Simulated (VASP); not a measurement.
Crystal: Ga.

```
CELL_PARAMETERS angstrom
-1.38440 1.38440 2.31122
1.38440 -1.38440 2.31122
1.38440 1.38440 -2.31122
ATOMIC_POSITIONS crystal
Ga 0.00000 0.00000 0.00000
```

This isn't the form of Ga at room conditions, which is orthorhombic.

Base run:

```yaml
Program: VASP 6.6.1
Functional: RPBE
Potentials_or_basis: VASP PAW PBE potentials, release 54 (Ga_d)
Cutoff: 520 eV
k_mesh: 13 × 13 × 13
Occupations: gaussian, width 0.05 eV
Spin: no spin polarisation
```

Its results: band gap on the k mesh none (metal or under the smearing width); pressure 5.6 GPa.

The run is repeated on the same cell with these changes: functional from RPBE to PBEsol; occupations from gaussian, width 0.05 eV to gaussian, width 0.1 eV. What comes out?

Band gap on the k mesh none (metal or under the smearing width); pressure -0.3 GPa.

Caveats: the PAW data sets were made with another functional, which shifts forces and pressure a little.
